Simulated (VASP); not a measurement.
## Cs2AgBiBr6 in VASP: the effect of target pressure

Cs2AgBiBr6:

```
Bi Cs Ag Br
1.0
     0.00000    5.61610    5.61610
     5.61610    0.00000    5.61610
     5.61610    5.61610    0.00000
Bi Cs Ag Br
1 2 1 6
Direct
  0.00000 0.00000 0.00000
  0.75000 0.75000 0.75000
  0.25000 0.25000 0.25000
  0.50000 0.50000 0.50000
  0.74945 0.74945 0.25055
  0.25055 0.25055 0.74945
  0.74945 0.25055 0.25055
  0.74945 0.25055 0.74945
  0.25055 0.74945 0.74945
  0.25055 0.74945 0.25055
```

Alike in all runs:

| Item | Value |
| --- | --- |
| Program | VASP 6.6.1 |
| Task | relaxation of cell and atoms |
| Functional | PBE |
| Potentials or basis | VASP PAW PBE potentials, release 64 (Bi_d, Cs_sv, Ag, Br) |
| Cutoff | 600 eV |
| k mesh | 3 × 3 × 3 |
| Occupations | fermi-dirac, width 0.05 eV |
| Spin | no spin polarisation |

Each run relaxes the cell or the atoms first.

```csv
target pressure,target pressure,relaxed volume (Å³/atom),gap on the mesh (eV)
0 GPa,-,37.75,1.90
2 GPa,2 GPa,?,?
5 GPa,5 GPa,32.34,1.79
10 GPa,10 GPa,29.55,1.72
20 GPa,20 GPa,26.27,1.59
```

Problem. What does the run with target pressure 2 GPa give?

Solution. Relaxed volume 34.94 Å³/atom; gap on the mesh 1.85 eV.

Worked out: In Murnaghan's law V^(-B') rises as a straight line in P. The other rows fit best with B' = 4.3, V0 = 37.75 Å³/atom and B0 = 23 GPa, which gives 35.05 Å³/atom at 2 GPa, against the run's 34.94. A parabola through the other rows of the gap on the mesh, of slope -0.0201 eV per GPa there, gives 1.86 eV, against the run's 1.85.

Caveats: spin-orbit coupling is left out, which as a rule narrows the gap of such compounds by several tenths of an eV; an odd mesh through Γ misses points on the zone boundary, where band edges often lie; the cell is relaxed towards a set pressure, so the enthalpy falls and the energy may rise (some runs); the volume moved by over 15 % at a fixed basis, so the end points are rough (some runs).
